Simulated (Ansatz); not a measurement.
# Al: a line through an energy map, part 2 of 2

Aim: follow the energy of Al (Im-3m, No. 229; 1 atom in the cell) along one coordinate, volume per atom, with the other held at c/a of the conventional cell = 0.861.

Ansatz 0.2.0; DFT PBE, scalar-relativistic, plane waves, PAW.

## Step 7: Point (17.38 Å³, 0.861)

Input file input.yaml:

```yaml
crystal:
  lattice:
    - [-1.7150900349, 1.7150900349, 1.477035538]
    - [1.7150900349, -1.7150900349, 1.477035538]
    - [1.7150900349, 1.7150900349, -1.477035538]
  atoms:
    - { symbol: Al, position: [0.0, 0.0, 0.0] }
basis:
  ecutwfc: 420
kpoints:
  mp_grid: { grid: [22, 22, 22] }
hamiltonian:
  xc: pbe
scf:
  occupations: { method: gaussian, width: 0.15 }
output:
  forces: true
  stress: true
  eigenvalues: true
```

Run with:

```sh
ansatz run input.yaml --threads 1 --pin off --max-ram 2048MiB --backend cpu --events-out ev --progress --plain --runs-dir out
```

Log:

```text
Warning: RAYON_NUM_THREADS=1 ignored (pool sized by the plan → 1); use --threads N
Engine: ansatz 0.2.0, x86_64-unknown-linux-gnu
Pseudopotentials: kind: paw
Pseudopotential: Al, paw, valence charge 3, recommended cutoff 420 eV (normal), Al.paw.azcp
Functional definition: PBE
  parameter kappa = 0.804
  parameter beta = 0.06672455060314922
  exchange = pbe_x(kappa = kappa, mu = beta*pi^2/3)
  correlation = pbe_c(beta = beta)
Crystal: 1 atoms, lattice volume = 17.379 Å³
Basis set: ecut = 420 eV, 349 PW (Γ), exchange–correlation on 40×40×40 points (8 copies of the dense FFT grid, shifted against one another)
Bands: 6, of which v1, the nominal top of the filled ones, is band 2 counted from 1 (1 counted from 0)
Symmetry: 16 space group operations
Space group: I4/mmm (ITA 139), of the structure as read, at distance tolerance 2.6e-5 Å
k-points: 834 of 10648
Non-local potential: Al, projectors of the file, l = 0: 2, l = 1: 2, l = 2: 1
PAW form: soft (Blöchl's): semilocal exchange-correlation on the pseudo side does not see the compensation charge
PAW one-centre angular grid: Al, 110 points (default); XC on 64 Gauss nodes
Initial density: superposition of atomic densities (neutral atoms: chi_scale 0, normalization atom), corrected by the library's trained network
Initial wavefunctions: pseudopotential atomic-orbital guess
Functional: x = pbe(κ = 0.804, μ = 0.2195149727645171), c = pbe(β = 0.06672455060314922)
SCF iter   1: F=—  HF=-537.423914 eV  |F-HF|=—  |Δ(HF+E_count)|=         —  Δρ=7.94e-4  dr2=9.14e-5  ethr=1.77e-3  ⟨swp⟩=4.6  Hψ=42191  notcnv=0
preconditioner: auto → none  [metal: Δε(μ)=0.006 eV  Ē_g=12.781 eV  σ=0.150 eV  W_gap=0.02  n_scr=0 (ndim 8)  ℏωp=15.4 eV  f_vac=0.000  D(μ)=0.47/eV (n_scr^D=0)]
SCF iter   2: F=—  HF=-537.423917 eV  |F-HF|=—  |Δ(HF+E_count)|=   3.50e-6  Δρ=3.87e-4  dr2=2.12e-5  ethr=3.05e-6  ⟨swp⟩=1.7  Hψ=12263  notcnv=0
iter 3 did not close the SCF: its close was put off for the readings that it lacked (scf_convergence_deferred on its scf_iter line)
SCF iter   3: F=-537.423920 eV  HF=-537.423920 eV  |F-HF|=1.54e-8  |Δ(HF+E_count)|=   2.61e-6  Δρ=1.78e-5  dr2=5.60e-8  ethr=7.07e-7  ⟨swp⟩=1.3  Hψ=5011  notcnv=0
iter 4 did not close the SCF: its close was put off for the readings that it lacked (scf_convergence_deferred on its scf_iter line)
SCF iter   4: F=-537.423920 eV  HF=-537.423920 eV  |F-HF|=1.17e-9  |Δ(HF+E_count)|=   1.37e-8  Δρ=2.98e-6  dr2=5.37e-10  ethr=1.87e-9  ⟨swp⟩=1.9  Hψ=5637  notcnv=0
iter 5 did not close the SCF: its close was put off for the readings that it lacked (scf_convergence_deferred on its scf_iter line)
SCF iter   5: F=-537.423920 eV  HF=-537.423920 eV  |F-HF|=3.87e-12  |Δ(HF+E_count)|=   1.21e-9  Δρ=1.83e-7  dr2=2.06e-12  ethr=1.79e-11  ⟨swp⟩=2.0  Hψ=5963  notcnv=0
SCF iter   6: F=-537.423920 eV  HF=-537.423920 eV  |F-HF|=0.00e0  |Δ(HF+E_count)|=  3.98e-12  Δρ=1.06e-8  dr2=1.28e-14  ethr=1.00e-12  ⟨swp⟩=1.9  Hψ=16012  notcnv=0
SCF 1 converged in 6 iterations: F = -537.423920 eV  dr2 = 1.28e-14
SCF converged after 6 iterations
Free energy (F): -537.423920 eV
Harris-Foulkes:  -537.423920 eV  (|F-HF|=0.00e0)
Internal energy: -537.418659 eV  (E = F + TS)
E sigma→0 (E₀):  -537.421289 eV
Entropy (-TS):   -0.005261 eV (-5.261 meV/atom)
Fermi energy:    7.393316 eV
--- Per-component energies (eV) ---
  E_band       = 9.419319
  E_kinetic    = 21.994652
  E_local      = 8.972625  (includes V_loc(G=0)·N_el)
  E_nonlocal   = 10.411643
  E_hartree    = 0.086230
  E_xc         = -39.407610
  E_vxc        = -28.520100  (∫ρ·V_xc dr)
  E_paw        = -467.274104  (= ΣΔE_a)
  E_vpaw       = -3.611959  (= ΣTr[D̂ρ^β])
  E_aug_tail   = -0.000002  (compensation charges beyond the density's cutoff)
  E_ewald      = -72.202093
  E_smearing   = -0.005261  (= −TS)
  E_closure    = 0.000000  (closes the sum)
  Σ components = -537.423920   (vs F -537.423920, Δ=0.00e0)
--- Forces (eV/Å), atoms counted from 1 ---
  atom   1  Al     0.00000000    -0.00000000    -0.00000000
  max |Σ_I F_I| component: 2.47e-32 eV/Å
--- Stress (GPa, compression-positive) ---
       -1.145427      -0.000000      -0.000000
       -0.000000      -1.145427       0.000000
       -0.000000       0.000000      -2.932071
  P = ⅓ Tr σ = -1.7410 GPa (-17.410 kbar)
--- Band table (eV; the first three rows and the last of 834) ---
  k-point 0: bands = ["-3.3637", "18.1878", "20.0700", "20.0700", "21.1736", "21.7572"]
  k-point 1: bands = ["-3.3117", "17.4020", "20.0986", "20.1033", "21.2638", "21.5894"]
  k-point 2: bands = ["-3.1560", "15.8880", "20.1589", "20.1795", "20.5522", "21.1622"]
  k-point 833: bands = ["7.9575", "7.9575", "9.5220", "9.7541", "12.1834", "14.2837"]
```

Wall time 3.7 s (1 thread of Intel Xeon Platinum 8488C (Sapphire Rapids), shared host); peak memory 0.44 GiB.

That is −14 meV/atom from the zero.

## Step 8: Point (17.83 Å³, 0.861)

Changes to input.yaml since step 7:

```diff
@@ -2,5 +2,5 @@
   lattice:
-    - [-1.7150900349, 1.7150900349, 1.477035538]
-    - [1.7150900349, -1.7150900349, 1.477035538]
-    - [1.7150900349, 1.7150900349, -1.477035538]
+    - [-1.7298318766, 1.7298318766, 1.4897312121]
+    - [1.7298318766, -1.7298318766, 1.4897312121]
+    - [1.7298318766, 1.7298318766, -1.4897312121]
   atoms:
```

Run with:

```sh
ansatz run input.yaml --threads 1 --pin off --max-ram 2048MiB --backend cpu --events-out ev --progress --plain --runs-dir out
```

Log:

```text
[... 30 lines left out ...]
SCF 1 converged in 6 iterations: F = -537.416823 eV  dr2 = 1.73e-14
SCF converged after 6 iterations
Free energy (F): -537.416823 eV
Harris-Foulkes:  -537.416823 eV  (|F-HF|=3.41e-13)
Internal energy: -537.411471 eV  (E = F + TS)
E sigma→0 (E₀):  -537.414147 eV
Entropy (-TS):   -0.005353 eV (-5.353 meV/atom)
Fermi energy:    7.133880 eV
--- Per-component energies (eV) ---
  E_band       = 8.855741
  E_kinetic    = 21.632775
  E_local      = 8.557190  (includes V_loc(G=0)·N_el)
  E_nonlocal   = 10.382351
  E_hartree    = 0.086070
  E_xc         = -39.246326
  E_vxc        = -28.308297  (∫ρ·V_xc dr)
  E_paw        = -467.236751  (= ΣΔE_a)
  E_vpaw       = -3.580416  (= ΣTr[D̂ρ^β])
  E_aug_tail   = -0.000002  (compensation charges beyond the density's cutoff)
  E_ewald      = -71.586777
  E_smearing   = -0.005353  (= −TS)
  E_closure    = 0.000000  (closes the sum)
  Σ components = -537.416823   (vs F -537.416823, Δ=0.00e0)
--- Forces (eV/Å), atoms counted from 1 ---
  atom   1  Al    -0.00000000     0.00000000     0.00000000
  max |Σ_I F_I| component: 6.16e-33 eV/Å
--- Stress (GPa, compression-positive) ---
       -2.662673      -0.000000      -0.000000
       -0.000000      -2.662673       0.000000
        0.000000       0.000000      -4.437784
  P = ⅓ Tr σ = -3.2544 GPa (-32.544 kbar)
--- Band table (eV; the first three rows and the last of 834) ---
  k-point 0: bands = ["-3.4471", "17.8234", "19.5231", "19.5231", "20.7590", "21.3283"]
  k-point 1: bands = ["-3.3960", "17.0152", "19.5502", "19.6472", "20.7780", "21.1642"]
  k-point 2: bands = ["-3.2430", "15.5086", "19.6270", "19.7510", "20.0518", "20.7460"]
  k-point 833: bands = ["7.6899", "7.6899", "9.1926", "9.5499", "11.8270", "13.8367"]
```

It took 3.8 s on 1 thread of Intel Xeon Platinum 8488C (Sapphire Rapids), shared host; peak memory 0.44 GiB.

On the map this point reads −7 meV/atom.

## Step 9: Grid point (18.28 Å³, 0.861)

Input file input.yaml:

```yaml
crystal:
  lattice:
    - [-1.7442948453, 1.7442948453, 1.5021867208]
    - [1.7442948453, -1.7442948453, 1.5021867208]
    - [1.7442948453, 1.7442948453, -1.5021867208]
  atoms:
    - { symbol: Al, position: [0.0, 0.0, 0.0] }
basis:
  ecutwfc: 420
kpoints:
  mp_grid: { grid: [22, 22, 22] }
hamiltonian:
  xc: pbe
scf:
  occupations: { method: gaussian, width: 0.15 }
output:
  forces: true
  stress: true
  eigenvalues: true
  write_density: true
  write_potential: true
  elf: true
  volumetric_format: npy
```

Run with:

```sh
ansatz run input.yaml --threads 1 --pin off --max-ram 2048MiB --backend cpu --events-out ev --progress --plain --runs-dir out
```

Log:

```text
Warning: RAYON_NUM_THREADS=1 ignored (pool sized by the plan → 1); use --threads N
Engine: ansatz 0.2.0, x86_64-unknown-linux-gnu
Pseudopotentials: kind: paw
Pseudopotential: Al, paw, valence charge 3, recommended cutoff 420 eV (normal), Al.paw.azcp
Functional definition: PBE
  parameter kappa = 0.804
  parameter beta = 0.06672455060314922
  exchange = pbe_x(kappa = kappa, mu = beta*pi^2/3)
  correlation = pbe_c(beta = beta)
Crystal: 1 atoms, lattice volume = 18.282 Å³
Basis set: ecut = 420 eV, 349 PW (Γ), exchange–correlation on 40×40×40 points (8 copies of the dense FFT grid, shifted against one another)
Bands: 6, of which v1, the nominal top of the filled ones, is band 2 counted from 1 (1 counted from 0)
Symmetry: 16 space group operations
Space group: I4/mmm (ITA 139), of the structure as read, at distance tolerance 2.6e-5 Å
k-points: 834 of 10648
Non-local potential: Al, projectors of the file, l = 0: 2, l = 1: 2, l = 2: 1
PAW form: soft (Blöchl's): semilocal exchange-correlation on the pseudo side does not see the compensation charge
PAW one-centre angular grid: Al, 110 points (default); XC on 64 Gauss nodes
Initial density: superposition of atomic densities (neutral atoms: chi_scale 0, normalization atom), corrected by the library's trained network
Initial wavefunctions: pseudopotential atomic-orbital guess
Functional: x = pbe(κ = 0.804, μ = 0.2195149727645171), c = pbe(β = 0.06672455060314922)
SCF iter   1: F=—  HF=-537.405793 eV  |F-HF|=—  |Δ(HF+E_count)|=         —  Δρ=8.60e-4  dr2=1.27e-4  ethr=1.77e-3  ⟨swp⟩=4.6  Hψ=42241  notcnv=0
preconditioner: auto → none  [metal: Δε(μ)=0.003 eV  Ē_g=12.368 eV  σ=0.150 eV  W_gap=0.01  n_scr=0 (ndim 8)  ℏωp=15.0 eV  f_vac=0.000  D(μ)=0.48/eV (n_scr^D=0)]
SCF iter   2: F=—  HF=-537.405784 eV  |F-HF|=—  |Δ(HF+E_count)|=   9.15e-6  Δρ=4.16e-4  dr2=2.91e-5  ethr=4.24e-6  ⟨swp⟩=1.6  Hψ=12269  notcnv=0  defer=1
SCF iter   3: F=—  HF=-537.405784 eV  |F-HF|=—  |Δ(HF+E_count)|=   3.00e-7  Δρ=1.87e-5  dr2=6.55e-8  ethr=9.70e-7  ⟨swp⟩=1.8  Hψ=5690  notcnv=0  defer=1
iter 4 did not close the SCF: its close was put off for the readings that it lacked (scf_convergence_deferred on its scf_iter line)
SCF iter   4: F=-537.405784 eV  HF=-537.405784 eV  |F-HF|=2.11e-9  |Δ(HF+E_count)|=   1.48e-8  Δρ=3.80e-6  dr2=1.06e-9  ethr=2.18e-9  ⟨swp⟩=1.3  Hψ=4994  notcnv=0  defer=1
iter 5 did not close the SCF: its close was put off for the readings that it lacked (scf_convergence_deferred on its scf_iter line)
SCF iter   5: F=-537.405784 eV  HF=-537.405784 eV  |F-HF|=3.64e-12  |Δ(HF+E_count)|=   2.23e-9  Δρ=2.21e-7  dr2=5.21e-12  ethr=3.53e-11  ⟨swp⟩=2.1  Hψ=5970  notcnv=0  defer=1
SCF iter   6: F=-537.405784 eV  HF=-537.405784 eV  |F-HF|=0.00e0  |Δ(HF+E_count)|=  3.98e-12  Δρ=1.42e-8  dr2=3.25e-14  ethr=1.00e-12  ⟨swp⟩=3.9  Hψ=18549  notcnv=0
SCF 1 converged in 6 iterations: F = -537.405784 eV  dr2 = 3.25e-14
SCF converged after 6 iterations
Free energy (F): -537.405784 eV
Harris-Foulkes:  -537.405784 eV  (|F-HF|=0.00e0)
Internal energy: -537.400356 eV  (E = F + TS)
E sigma→0 (E₀):  -537.403070 eV
Entropy (-TS):   -0.005428 eV (-5.428 meV/atom)
Fermi energy:    6.886746 eV
--- Per-component energies (eV) ---
  E_band       = 8.317926
  E_kinetic    = 21.290990
  E_local      = 8.150075  (includes V_loc(G=0)·N_el)
  E_nonlocal   = 10.358910
  E_hartree    = 0.087410
  E_xc         = -39.092043
  E_vxc        = -28.105330  (∫ρ·V_xc dr)
  E_paw        = -467.202487  (= ΣΔE_a)
  E_vpaw       = -3.551538  (= ΣTr[D̂ρ^β])
  E_aug_tail   = -0.000002  (compensation charges beyond the density's cutoff)
  E_ewald      = -70.993210
  E_smearing   = -0.005428  (= −TS)
  E_closure    = 0.000000  (closes the sum)
  Σ components = -537.405784   (vs F -537.405784, Δ=0.00e0)
--- Forces (eV/Å), atoms counted from 1 ---
  atom   1  Al     0.00000000     0.00000000     0.00000000
  max |Σ_I F_I| component: 2.47e-32 eV/Å
--- Stress (GPa, compression-positive) ---
       -3.973767       0.000000       0.000000
        0.000000      -3.973767       0.000000
        0.000000       0.000000      -5.720918
  P = ⅓ Tr σ = -4.5562 GPa (-45.562 kbar)
--- Band table (eV; the first three rows and the last of 834) ---
  k-point 0: bands = ["-3.5257", "17.4753", "19.0007", "19.0007", "20.3626", "20.9184"]
  k-point 1: bands = ["-3.4755", "16.6433", "19.0264", "19.2084", "20.3053", "20.7212"]
  k-point 2: bands = ["-3.3251", "15.1446", "19.0994", "19.3601", "19.5696", "20.3482"]
  k-point 833: bands = ["7.4358", "7.4358", "8.8712", "9.3547", "11.4877", "13.4193"]
```

It took 5.2 s on 1 thread of Intel Xeon Platinum 8488C (Sapphire Rapids), shared host; peak memory 0.44 GiB.

Axes a, b and c in the maps are those of this run's conventional cell (a, b, c = 3.489, 3.489, 3.004 Å).

Density in a lattice plane of the grid's cell (edges 3.49 and 3.00 Å, at 0.000 of the third edge), which holds Al.

Ten even steps from '0' (0.07 e/Å³) to '9' (0.20 e/Å³):
```
001247887544344578874210
112368887544344578886321
334688886544344568888643
667899876544344567899876
999999875544344557899999
999998765444344456789999
999887655443334455678899
888776654443334445667788
887766554443334445566778
888776654443334445667788
999887655443334455678899
999998765444344456789999
999999875544344557899999
667899876544344567899876
334688886544344568888643
112368887544344578886321
001247887544344578874210
000146887544344578864100
```
Columns run along the first of these edges and rows up along the second, over one cell in 24 and 18 even steps from the bottom left corner. Atoms in the plane (fractional): Al at (0.00, 0.00).

ELF in the same plane.

Values, 10 rows by 12 columns:
```
0.17 0.08 0.23 0.52 0.51 0.37 0.30 0.37 0.51 0.52 0.23 0.08
0.16 0.27 0.50 0.58 0.48 0.36 0.30 0.36 0.48 0.58 0.50 0.27
0.57 0.59 0.61 0.54 0.44 0.34 0.30 0.34 0.44 0.54 0.61 0.59
0.60 0.59 0.54 0.47 0.39 0.33 0.30 0.33 0.39 0.47 0.54 0.59
0.55 0.54 0.49 0.44 0.37 0.32 0.30 0.32 0.37 0.44 0.49 0.54
0.60 0.59 0.54 0.47 0.39 0.33 0.30 0.33 0.39 0.47 0.54 0.59
0.57 0.59 0.61 0.54 0.44 0.34 0.30 0.34 0.44 0.54 0.61 0.59
0.16 0.27 0.50 0.58 0.48 0.36 0.30 0.36 0.48 0.58 0.50 0.27
0.17 0.08 0.23 0.52 0.51 0.37 0.30 0.37 0.51 0.52 0.23 0.08
0.43 0.19 0.11 0.47 0.52 0.37 0.30 0.37 0.52 0.47 0.11 0.19
```
Columns run along the first of these edges and rows up along the second, over one cell in 12 and 10 even steps from the bottom left corner. Atoms in the plane (fractional): Al at (0.00, 0.00).

Both are smooth fields of the valence electrons: close to the nuclei they are not physical.

Maxima of ELF outside the ion cores: 0.66 on the Al–Al line, 1.0 Å from Al.

On the map this point reads 4.4 meV/atom.

## Step 10: The line in numbers

The summary covers parts 1 to 2.

| volume per atom (Å³) | step | energy (meV/atom) | slope (meV/atom per Å³) | pressure (GPa) |
| --- | --- | --- | --- | --- |
| 15.57 | – | 12 | −44 | 7.1 |
| 16.02 | 3 | −4.4 | −27 | 4.4 |
| 16.48 | 4 | −13 | −13 | 2.0 |
| 16.93 | 6 | −16 | 0 | 0.0 |
| 17.38 | 7 | −14 | 11 | −1.7 |
| 17.83 | 8 | −7 | 20 | −3.3 |
| 18.28 | 9 | 4.4 | 28 | −4.6 |

Energies count from the relaxed crystal. Rows without a step come from runs not printed here or follow by symmetry. Slopes come from the forces (and the stress, where the cell changes), not from differences of energies.

| run | outcome |
| --- | --- |
| step 5, run with mp_grid.shift [0.5, 0.5, 0.5], scf.algorithm direct_min (against step 4) | -0.3 meV/atom |

What this shows: The lowest point of the line is at 16.93 Å³, −16 meV/atom from the zero. A fit to energies and slopes at the lowest point and its two neighbours puts the minimum at 16.930 Å³, with a curvature of about 26 meV/atom per (Å³)². V·d²E/dV² there is about 71 GPa, a bulk modulus under this line's constraint. The highest point computed, at 15.57 Å³, lies 28 meV/atom above the lowest. This is one cut through a surface in two coordinates; the map's lowest point lies off it.
